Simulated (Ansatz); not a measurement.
# ZnSe: pressure up to the limit of the methods

One table from this session's results is given with a row withheld; the runs are named, their logs left out.

Computed with Ansatz 0.2.0 (DFT, PBEsol, PAW with Ansatz's default frozen-core files, scalar-relativistic, unless a step's input says otherwise).

### The system as given

Symmetry: F-43m, No. 216, cubic system. Conventional cell: a = 5.760 Å, b = 5.760 Å, c = 5.760 Å, α = 90.00°, β = 90.00°, γ = 90.00°. Zn (site symmetry -43m) has 4 Se at 2.49 Å as nearest neighbours. Around Se (site symmetry -43m) lie 4 Zn at 2.49 Å.

Structure file:

```cif
data_structure
_symmetry_space_group_name_H-M 'F-43m'
_symmetry_Int_Tables_number 216
_cell_length_a 5.7596
_cell_length_b 5.7596
_cell_length_c 5.7596
_cell_angle_alpha 90.000
_cell_angle_beta 90.000
_cell_angle_gamma 90.000
_cell_volume 191.07
loop_
_atom_site_label
_atom_site_type_symbol
_atom_site_symmetry_multiplicity
_atom_site_Wyckoff_symbol
_atom_site_fract_x
_atom_site_fract_y
_atom_site_fract_z
_atom_site_occupancy
Zn1 Zn 4 a 0.00000 0.00000 0.00000 1
Se1 Se 4 d 0.25000 0.25000 0.75000 1
```

The file gives the conventional cell by its symmetry; the runs use the cell typed in the input.

Whether this phase is the stable one at these pressures isn't tested.

Atoms are numbered in the order of the input: Zn1, Se2.

The first run:

The input, input.yaml:

```yaml
crystal:
  lattice:
    - [0.0, 2.8798249876, 2.8798249876]
    - [2.8798249876, 0.0, 2.8798249876]
    - [2.8798249876, 2.8798249876, 0.0]
  atoms:
    - { symbol: Zn, position: [0.0, 0.0, 0.0] }
    - { symbol: Se, position: [0.25, 0.25, 0.25] }
kpoints:
  mp_grid: { grid: [11, 11, 11] }
scf:
  occupations: { method: fermi_dirac, width: 0.08 }
hamiltonian:
  xc: pbesol
  pseudopotentials: { kind: paw }
output:
  forces: true
  stress: true
relax:
  f_tol: 0.005
  max_steps: 40
  cell: {}
```

Launch:

```bash
ansatz run input.yaml --threads 1 --pin off --max-ram 2048MiB --backend cpu --events-out ev --progress --plain --runs-dir out
```

Steps of the session up to this table: Cell relaxed at zero pressure, PAW; Volume scaled by 1, PAW; Volume scaled by 1, PAW (cutoff 250 eV); Volume scaled by 0.94, PAW; Volume scaled by 0.88, PAW; Volume scaled by 0.8, PAW; Volume scaled by 0.72, PAW; Volume scaled by 0.64, PAW; Volume scaled by 0.55, PAW; Volume scaled by 0.55, PAW (cutoff 600 eV).

One of the session's tables, all rows but one given; the rest of the session is left out.

```
             method  volume over the first  volume (Å³/atom)  pressure (GPa)  gap on the k mesh (eV)
                PAW                      1            22.350           -0.01                    1.24
                PAW                   0.94                 ?               ?                       ?
                PAW                   0.88            19.668           11.12                    1.77
                PAW                    0.8            17.880           24.10                    2.19
                PAW                   0.72            16.092           45.04                    1.89
                PAW                   0.64            14.304           79.86                    1.46
                PAW                   0.55            12.292          150.55                    0.85
PAW (cutoff 250 eV)                      1            22.350            0.87                    1.29
PAW (cutoff 600 eV)                   0.55            12.292          150.47                    0.84
```

Estimate the missing values for PAW, 0.94.

**Answer.** volume (Å³/atom): 21.009; pressure (GPa): 4.63; gap on the k mesh (eV): 1.49. In the column «volume (Å³/atom)» it lies between PAW, 0.88 (19.668) and PAW, 1 (22.350).

To keep in mind: Warnings in the runs' records: cutoff below recommended.
